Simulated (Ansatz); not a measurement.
Runs of Ansatz 0.2.0 on Ga. It takes space group Cmcm (No. 63, orthorhombic). Conventional cell: a = 2.900 Å, b = 8.130 Å, c = 3.170 Å, α = 90.00°, β = 90.00°, γ = 90.00°. Ga (site symmetry m2m) is surrounded by 8 Ga at 2.68 to 2.90 Å. This isn't the form of Ga at room conditions, which is orthorhombic.

| task | level | spin | k mesh | cutoff (eV) | points for each segment of the path | gap on the mesh (eV) | pressure (GPa) | largest force (eV/Å) |
| --- | --- | --- | --- | --- | --- | --- | --- | --- |
| single point | PBE0 | SOC, no magnetisation | 4 × 4 × 4 | 420 | - | none | -1.0 | 0.53 |
| single point | r2SCAN0 | off | 5 × 5 × 4 | 500 | - | none | (b) | 0.44 |
| single point | HF | off | 5 × 5 × 4 | 420 | - | none | 6.2 | 0.53 |
| band structure | HSE06 | off | 5 × 5 × 4 | 420 | 4 | none | (a) | 0.40 |
| single point | PBEsol0 | off | 5 × 5 × 4 | 420 | - | none | -2.5 | 0.41 |

Alike in all rows: potentials or basis Ansatz PAW; cell as given; smearing fermi-dirac 0.05 eV; the mesh is coarse, so values aren't converged.

Problem. Fill in the values left out.

Solution. (a) 0.1; (b) -1.9.

Caveats: all runs use coarse meshes; the PAW data sets come from PBE, with cores solved anew for the run's functional, which leaves a small shift of forces and pressure; the thresholds are loose for stress.

A k mesh can miss the band edges, and rows without SOC leave out spin-orbit coupling on Ga.

A gap of «none» marks a metal or a gap under the smearing width.
